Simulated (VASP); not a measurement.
# CdS: molecular dynamics with a thermostat

CdS, Fm-3m (no. 225), 8 atoms in the cell. PBE, molecular dynamics; PAW potentials Cd, S (PBE set).

Ensemble: Nose-Hoover; Target temperature (K): 1600.

## Input

INCAR:
```
GGA = PE ; PREC = Normal
ENCUT = 280 ; EDIFF = 1E-6
NELMIN = 4 ; NELM = 60
ALGO = Normal ; LREAL = Auto
LASPH = True ; ISMEAR = 0
SIGMA = 0.05 ; ISYM = 0
LWAVE = False ; LCHARG = False
IBRION = 0 ; NSW = 60
POTIM = 2.0 ; TEBEG = 1600
ISIF = 2 ; RANDOM_SEED = 963598 0 0
MDALGO = 2 ; SMASS = 0
KPAR = 2
```

KPOINTS:
```
k-points
0
Monkhorst-Pack
  2 2 2
```

POSCAR:
```
CdS
1.0
    5.5064880000      0.0000000000      0.0000000000
    0.0000000000      5.5064880000      0.0000000000
    0.0000000000      0.0000000000      5.5064880000
Cd S
4 4
Direct
    0.0000000000      0.0000000000      0.0000000000
    0.0000000000      0.5000000000      0.5000000000
    0.5000000000      0.0000000000      0.5000000000
    0.5000000000      0.5000000000      0.0000000000
    0.5000000000      0.0000000000      0.0000000000
    0.5000000000      0.5000000000      0.5000000000
    0.0000000000      0.0000000000      0.5000000000
    0.0000000000      0.5000000000      0.0000000000
```

Commands:
```
cat potpaw_PBE.64/Cd/POTCAR potpaw_PBE.64/S/POTCAR > POTCAR
mpirun -np 2 vasp_std > vasp.out
```

## Result

- Mean temperature (K): 1476
- Rise of the mean potential energy above the start (meV/atom): 140.9
- Electronic steps per ionic step after the first: 4.1

Course of the run:

| Time (fs) | Temperature (K) | Potential energy less the first (meV/atom) |
|---|---|---|
| 2 | 1600 | 0.0 |
| 12 | 1514 | 10.3 |
| 20 | 1367 | 31.0 |
| 30 | 1202 | 66.3 |
| 38 | 1187 | 94.5 |
| 48 | 1472 | 118.6 |
| 56 | 1976 | 127.5 |
| 66 | 2511 | 138.4 |
| 74 | 2309 | 159.8 |
| 84 | 1523 | 200.2 |
| 92 | 1008 | 232.9 |
| 102 | 740 | 260.7 |
| 110 | 857 | 266.6 |
| 120 | 1539 | 255.8 |

REPORT:
```
MDALGO =   2
               SCALING =       0
                 CNEXP =     9.000   14.000
           RANDOM_SEED =            963598                0                0

   original number of atomic DOF:         21
   number of independent constraints:      0
   number of active DOF:                  21

========================================
         MD step No.       1
========================================

  Atomic velocities initialized by STEP_tb

  >Energies
                    E_tot             E_pot             E_kin               EPS                ES
   e_b>   -0.21750467E+02   -0.23198187E+02    0.14477208E+01    0.00000000E+00    0.00000000E+00

  >Temperature
               T_sim     T_inst
   tmprt>   1600.000   1600.000

  >Thermostat:
           s(n+1) sdot(n+1)      s(n)   sdot(n)        Qs
   s_b>   0.00000   0.00000   0.00000   0.00000   0.29873

           RANDOM_SEED =            963598               48                0

[... steps left out ...]

========================================
         MD step No.      60
========================================

  >Energies
                    E_tot             E_pot             E_kin               EPS                ES
   e_b>   -0.21747182E+02   -0.21152162E+02    0.13922505E+01    0.38290563E+00   -0.23701765E+01

  >Temperature
               T_sim     T_inst
   tmprt>   1600.000   1538.695

  >Thermostat:
           s(n+1) sdot(n+1)      s(n)   sdot(n)        Qs
   s_b>  -0.87555  -0.05679  -0.81859  -0.05712   0.29873

           RANDOM_SEED =            963598               48                0
```

OSZICAR:
```
N       E                     dE             d eps       ncg     rms          rms(c)
DAV:   1     0.355731518449E+03    0.35573E+03   -0.26428E+04   360   0.977E+02
DAV:   2    -0.635014904310E+01   -0.36208E+03   -0.35361E+03   388   0.291E+02
DAV:   3    -0.254539713964E+02   -0.19104E+02   -0.19021E+02   392   0.657E+01
DAV:   4    -0.256605793448E+02   -0.20661E+00   -0.20643E+00   384   0.693E+00
DAV:   5    -0.256635495733E+02   -0.29702E-02   -0.29687E-02   392   0.794E-01    0.145E+01
DAV:   6    -0.232851824022E+02    0.23784E+01   -0.53669E+00   404   0.166E+01    0.121E+01
DAV:   7    -0.232121494805E+02    0.73033E-01   -0.18231E+00   362   0.551E+00    0.634E+00
DAV:   8    -0.232042386237E+02    0.79109E-02   -0.21402E-01   365   0.328E+00    0.654E-01
DAV:   9    -0.231977991743E+02    0.64394E-02   -0.38997E-02   362   0.163E+00    0.151E-01
DAV:  10    -0.231981013759E+02   -0.30220E-03   -0.28094E-03   368   0.301E-01    0.172E-01
DAV:  11    -0.231981639853E+02   -0.62609E-04   -0.20888E-04   391   0.683E-02    0.170E-01
DAV:  12    -0.231981934999E+02   -0.29515E-04   -0.16596E-04   368   0.524E-02    0.267E-02
[... left out ...]
     58 T=  1186. E= -.21747696E+02 F= -.21105746E+02 E0= -.21105746E+02  EK= 0.10732E+01 SP= -.20E+01 SK= 0.33E+00
     59 T=  1349. E= -.21747401E+02 F= -.21128183E+02 E0= -.21128183E+02  EK= 0.12208E+01 SP= -.22E+01 SK= 0.37E+00
[... last step whole ...]
       N       E                     dE             d eps       ncg     rms          rms(c)
DAV:   1    -0.211521101162E+02   -0.23927E-01   -0.44569E-02   466   0.160E+00    0.322E-02
DAV:   2    -0.211521625859E+02   -0.52470E-04   -0.54184E-04   350   0.130E-01    0.216E-02
DAV:   3    -0.211521619101E+02    0.67585E-06   -0.45883E-06   336   0.170E-02    0.138E-02
DAV:   4    -0.211521615211E+02    0.38894E-06   -0.50118E-07   196   0.454E-03
     60 T=  1539. E= -.21747182E+02 F= -.21152162E+02 E0= -.21152162E+02  EK= 0.13923E+01 SP= -.24E+01 SK= 0.38E+00
```

Limits: 120 fs of 8 atoms are too short for converged averages.

VASP 6.6.1 took 189 s on 2 cores (Intel Xeon Platinum 8375C @ 2.90GHz (Ice Lake)), a shared host.
